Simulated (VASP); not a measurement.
Computed with LDA (Ceperley-Alder, Perdew-Zunger), VASP's LDA PAW potentials (set 64) (plane waves; VASP).

VASP input:

INCAR:
```
ALGO = Normal
EDIFF = 1E-6
EDIFFG = -0.02
ENCUT = 500
IBRION = 2
ISIF = 3
ISMEAR = 0
LASPH = .True.
LCHARG = .False.
LMAXMIX = 4
LREAL = .False.
LWAVE = .False.
NELM = 100
NSW = 40
PREC = Accurate
PSTRESS = 450
SIGMA = 0.05
SYSTEM = CsI
```

File POSCAR:
```
CsI
1
    3.6151248464     0.0000000000     0.0000000000
    0.0000000000     3.6151248464     0.0000000000
   -0.0000000000     0.0000000000     3.6151248464
Cs I
1 1
Direct
  0.0000000000   0.0000000000   0.0000000000
  0.5000000000   0.5000000000   0.5000000000
```

### KPOINTS
```
Automatic mesh
0
Gamma
7 7 7
0 0 0
```

POTCAR, in this order: Cs_sv I (LDA.64 set). Program: vasp_std.

Output of the run:

### OUTCAR
```
 ion  position               nearest neighbor table
   1  0.000  0.000  0.000-   2 3.13   2 3.13   2 3.13   2 3.13   2 3.13   2 3.13   2 3.13   2 3.13
  LATTYP: Found a simple cubic cell.
 ALAT       =     3.6151248464
 Subroutine PRICEL returns:
 Original cell was already a primitive cell.
 Subroutine GETGRP returns: Found 48 space group operations
The static configuration has the point symmetry O_h .
The dynamic configuration has the point symmetry O_h .
 Subroutine INISYM returns: Found 48 space group operations
 Subroutine IBZKPT returns following result:
 Found     20 irreducible k-points:

 Following reciprocal coordinates:
            Coordinates               Weight
  0.000000  0.000000  0.000000      1.000000
  0.142857  0.000000  0.000000      6.000000
  0.285714  0.000000  0.000000      6.000000
  0.428571  0.000000  0.000000      6.000000
  0.142857  0.142857  0.000000     12.000000
  0.285714  0.142857  0.000000     24.000000
  0.428571  0.142857  0.000000     24.000000
  0.285714  0.285714  0.000000     12.000000
  0.428571  0.285714  0.000000     24.000000
  0.428571  0.428571  0.000000     12.000000
  0.142857  0.142857  0.142857      8.000000
  0.285714  0.142857  0.142857     24.000000
  0.428571  0.142857  0.142857     24.000000
  0.285714  0.285714  0.142857     24.000000
  0.428571  0.285714  0.142857     48.000000
  0.428571  0.428571  0.142857     24.000000
  0.285714  0.285714  0.285714      8.000000
  0.428571  0.285714  0.285714     24.000000
  0.428571  0.428571  0.285714     24.000000
  0.428571  0.428571  0.428571      8.000000
   k-points           NKPTS =     20   k-points in BZ     NKDIM =     20   number of bands    NBANDS=     12
   number of dos      NEDOS =    301   number of ions     NIONS =      2
   total plane-waves  NPLWV =  21952
   dimension x,y,z NGX =    28 NGY =   28 NGZ =   28
   dimension x,y,z NGXF=    56 NGYF=   56 NGZF=   56
   ions per type =               1   1
   PREC   = accura    normal or accurate (medium, high low for compatibility)
   ISTART =      0    job   : 0-new  1-cont  2-samecut
   ICHARG =      2    charge: 1-file 2-atom 10-const
   ISPIN  =      1    spin polarized calculation?
   LNONCOLLINEAR =      F non collinear calculations
   LSORBIT =      F    spin-orbit coupling
   INIWAV =      1    electr: 0-lowe 1-rand  2-diag
   ENCUT  =  500.0 eV  36.75 Ry    6.06 a.u.   6.59  6.59  6.59*2*pi/ulx,y,z
   NELM   =    100;   NELMIN=  2; NELMDL= -5     # of ELM steps
   EDIFF  = 0.1E-05   stopping-criterion for ELM
   LREAL  =      F    real-space projection
   NLSPLINE    = F    spline interpolate recip. space projectors
   LMAXMIX     =    4 max onsite mixed and CHGCAR
   VOSKOWN=      0    Vosko Wilk Nusair interpolation
   EDIFFG = -.2E-01   stopping-criterion for IOM
   NSW    =     40    number of steps for IOM
   NBLOCK =      1;   KBLOCK =     40    inner block; outer block
   IBRION =      2    ionic relax: 0-MD 1-quasi-New 2-CG
   NFREE  =      1    steps in history (QN), initial steepest desc. (CG)
   ISIF   =      3    stress and relaxation
   ISYM   =      2    0-nonsym 1-usesym 2-fastsym
   TEIN   =    0.0    initial temperature
   TEBEG  =    0.0;   TEEND  =   0.0 temperature during run
   SMASS  =  -3.00    Nose mass-parameter (am)
   PSTRESS=  450.0 pullay stress
   NELECT =      16.0000    total number of electrons
   EFERMI =   0.00;   METHOD = LEGACY
   ISMEAR =     0;   SIGMA  =   0.05  broadening in eV -4-tet -1-fermi 0-gaus
   IALGO  =     38    algorithm
   LDIAG  =      T    sub-space diagonalisation (order eigenvalues)
   IMIX   =      4    mixing-type and parameters
     AMIX     =   0.40;   BMIX     =  1.00
     AMIX_MAG =   1.60;   BMIX_MAG =  1.00
     AMIN     =   0.10
...
```

### OSZICAR
```
       N       E                     dE             d eps       ncg     rms          rms(c)
DAV:   1     0.863226914045E+02    0.86323E+02   -0.70715E+03   480   0.116E+03
DAV:   2     0.176825673905E+01   -0.84554E+02   -0.77438E+02   668   0.183E+02
DAV:   3    -0.328832893431E+01   -0.50566E+01   -0.50170E+01   596   0.490E+01
DAV:   4    -0.333616576510E+01   -0.47837E-01   -0.47826E-01   552   0.576E+00
DAV:   5    -0.333670881278E+01   -0.54305E-03   -0.54290E-03   600   0.626E-01    0.581E+00
DAV:   6    -0.319584850062E+01    0.14086E+00   -0.17301E-01   532   0.287E+00    0.369E+00
DAV:   7    -0.316442098525E+01    0.31428E-01   -0.16269E-01   532   0.271E+00    0.795E-01
DAV:   8    -0.316283978612E+01    0.15812E-02   -0.22303E-02   516   0.117E+00    0.356E-01
DAV:   9    -0.316295007724E+01   -0.11029E-03   -0.12396E-03   572   0.269E-01    0.304E-01
DAV:  10    -0.316286148556E+01    0.88592E-04   -0.56911E-04   528   0.165E-01    0.306E-01
DAV:  11    -0.316305779271E+01   -0.19631E-03   -0.61246E-04   544   0.168E-01    0.245E-01
DAV:  12    -0.316292529192E+01    0.13250E-03   -0.12721E-04   532   0.881E-02    0.206E-01
DAV:  13    -0.316287544083E+01    0.49851E-04   -0.43853E-05   556   0.420E-02    0.162E-01
DAV:  14    -0.316284859232E+01    0.26849E-04   -0.14450E-05   548   0.242E-02    0.128E-01
DAV:  15    -0.316283066556E+01    0.17927E-04   -0.78123E-06   544   0.188E-02    0.102E-01
DAV:  16    -0.316281853982E+01    0.12126E-04   -0.65873E-06   532   0.169E-02    0.770E-02
DAV:  17    -0.316280515353E+01    0.13386E-04   -0.17090E-05   512   0.271E-02    0.366E-02
DAV:  18    -0.316280190922E+01    0.32443E-05   -0.78189E-06   540   0.185E-02    0.104E-02
DAV:  19    -0.316280165551E+01    0.25371E-06   -0.69119E-07   264   0.620E-03
   1 F= 0.10107226E+02 E0= 0.10107226E+02  d E =0.101072E+02
```

OUTCAR:
```
------------------------ aborting loop because EDIFF is reached ----------------------------------------
  FORCE on cell =-STRESS in cart. coord.  units (eV):
  Direction    XX          YY          ZZ          XY          YZ          ZX
  --------------------------------------------------------------------------------------
  Total       13.2706487     13.2706487     13.2706487     -0.0000000     -0.0000000      0.0000000
  in kB      450.0210581    450.0210581    450.0210581     -0.0000000     -0.0000000      0.0000000
  external PRESSURE =       0.0210581 kB  Pullay stress =     450.0000000 kB
  volume of cell :       47.25
      direct lattice vectors                 reciprocal lattice vectors
     3.615124846  0.000000000  0.000000000     0.276615620  0.000000000  0.000000000
     0.000000000  3.615124846  0.000000000     0.000000000  0.276615620  0.000000000
     0.000000000  0.000000000  3.615124846     0.000000000  0.000000000  0.276615620
 POSITION                                       TOTAL-FORCE (eV/Angst)
 -----------------------------------------------------------------------------------
      0.00000      0.00000      0.00000         0.000000      0.000000      0.000000
      1.80756      1.80756      1.80756         0.000000      0.000000      0.000000
 -----------------------------------------------------------------------------------
    total drift:                               -0.000000      0.000000      0.000000
  FREE ENERGIE OF THE ION-ELECTRON SYSTEM (eV)
  ---------------------------------------------------
  free  energy   TOTEN  =        -3.1628016555 eV

  energy  without entropy=       -3.1628016555  energy(sigma->0) =       -3.16280166
  enthalpy is  TOTEN    =        10.1072261060 eV   P V=       13.2700277615

 reached required accuracy - stopping structural energy minimisation
```
(Selected blocks of OUTCAR.)

### OUTCAR
```
 val. band max:        8.1094161331   @ k =   0.0000   0.0000   0.0000

 cond. band min:       8.9635983134   @ k =   0.0000   0.0000   0.0000


 Fermi energy:         8.3636302473

 k-point     1 :       0.0000    0.0000    0.0000
  band No.  band energies     occupation
      1     -13.8772      2.00000
      2      -4.8718      2.00000
      3      -0.0688      2.00000
      4      -0.0688      2.00000
      5      -0.0688      2.00000
      6       8.1094      2.00000
      7       8.1094      2.00000
      8       8.1094      2.00000
      9       8.9636      0.00000
     10       8.9636      0.00000
     11      15.7231      0.00000
     12      16.2350      0.00000

 k-point     2 :       0.1429    0.0000    0.0000
  band No.  band energies     occupation
      1     -13.7882      2.00000
      2      -5.1434      2.00000
      3      -0.0553      2.00000
      4       0.0530      2.00000
      5       0.0530      2.00000
      6       6.9667      2.00000
      7       7.7467      2.00000
      8       7.7467      2.00000
      9       9.1685      0.00000
     10      10.2079      0.00000
     11      16.1194      0.00000
     12      16.1194      0.00000

 k-point     3 :       0.2857    0.0000    0.0000
  band No.  band energies     occupation
      1     -13.5721      2.00000
      2      -5.7783      2.00000
      3       0.2119      2.00000
      4       0.3594      2.00000
      5       0.3594      2.00000
      6       5.1854      2.00000
      7       6.9309      2.00000
      8       6.9309      2.00000
      9       9.7640      0.00000
     10      12.8209      0.00000
     11      14.7593      0.00000
     12      16.3778      0.00000

 k-point     4 :       0.4286    0.0000    0.0000
  band No.  band energies     occupation
      1     -13.3792      2.00000
      2      -6.3015      2.00000
      3       0.6505      2.00000
      4       0.6505      2.00000
      5       0.7408      2.00000
      6       3.7782      2.00000
...
```

Unless said otherwise, spin-orbit coupling is left out, though it shifts the bands of the heavy elements here.

The compound is CsI in the CsCl type structure. It was relaxed first under an external pressure of 45 GPa.
